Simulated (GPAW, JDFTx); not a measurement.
Given: the input of a run of GPAW 26.7.0 (ASE script) on Ge. This isn't the form of Ge at room conditions, which is diamond.

run.py

```python
from ase.dft.bandgap import bandgap
from ase.io import read, write
from ase.units import Bohr, GPa
from gpaw import GPAW, PW, setup_paths
from gpaw.elf import elf_from_dft_calculation

setup_paths.insert(0, '.')

atoms = read('POSCAR')

calc = GPAW(mode=PW(600),
            xc='PBEsol',
            kpts={'size': (11, 11, 11), 'gamma': True},
            occupations={'name': 'methfessel-paxton', 'order': 0, 'width': 0.02},
            nbands=11,
            convergence={'density': 1e-05, 'energy': 1e-05},
            maxiter=150,
            txt='gpaw.txt')
atoms.calc = calc
energy = atoms.get_potential_energy()
forces = atoms.get_forces()
stress = atoms.get_stress()
calc.write('gs.gpw')
write('result.traj', atoms)
print(f'Energy: {energy:.6f} eV')
print('Forces (eV/A):')
print(forces.round(4))
print('Stress (GPa):', (stress / GPa).round(3))
print('Fermi level:', round(calc.get_fermi_level(), 4), 'eV')
print(f'Gap: {bandgap(calc)[0]:.4f} eV, direct: {bandgap(calc, direct=True)[0]:.4f} eV')

# fields on the real-space grid
write('density.cube', atoms, data=calc.get_pseudo_density() * Bohr**3)
write('potential.cube', atoms, data=calc.get_electrostatic_potential())
write('elf.cube', atoms, data=elf_from_dft_calculation(calc).data)
```

POSCAR

```
Ge
1.0
   -2.5744897190      2.5744897190      1.3974126432
    2.5744897190     -2.5744897190      1.3974126432
    2.5744897190      2.5744897190     -1.3974126432
Ge
2
Direct
    0.5000000000      0.5000000000      0.0000000000
    0.2500000000      0.7500000000      0.5000000000
```

Potentials or basis: PAW data sets generated in the run's folder for this functional, pw.

Launch:

```console
$ gpaw-setup -f PBEsol Ge
$ OMP_NUM_THREADS=1 python run.py
```

Problem. Set up the same calculation for JDFTx 1.7.0 (patched build). Potentials or basis there: PseudoDojo-SR-PBEsol-0.4.1-standard with smoothed tails, cutoff 1061 eV.

Solution. As run (cutoffs and basis follow the program's own potentials, and thresholds, step limits or extra output files can differ):

File Ge.in:

```
lattice \
   -2.5744897190     2.5744897190     2.5744897190 \
    2.5744897190    -2.5744897190     2.5744897190 \
    1.3974126432     1.3974126432    -1.3974126432
latt-scale 1.889726124626 1.889726124626 1.889726124626
coords-type Lattice
ion Ge     0.5000000000     0.5000000000     0.0000000000 1
ion Ge     0.2500000000     0.7500000000     0.5000000000 1

ion-species pseudo/Ge.upf
elec-cutoff 39 312
elec-ex-corr gga-PBEsol
kpoint-folding 11 11 11
elec-smearing Gauss 0.00036749322
elec-n-bands 21
electronic-SCF nIterations 100 energyDiffThreshold 1e-09
electronic-minimize nIterations 30 energyDiffThreshold 1e-7
converge-empty-states yes
forces-output-coords Cartesian

dump-name run.$VAR
dump End Ecomponents EigStats BandEigs Kpoints Forces Stress
```

Potentials or basis: PseudoDojo-SR-PBEsol-0.4.1-standard with smoothed tails.

Run with:

```bash
$ jdftx -c 1 -i Ge.in -o Ge.out
```

Both were run:

|  | GPAW | JDFTx |
| --- | --- | --- |
| Pressure | -0.7 GPa | -0.6 GPa |

The potentials hold 8 and 28 valence electrons a cell.

Pressure is positive in compression.
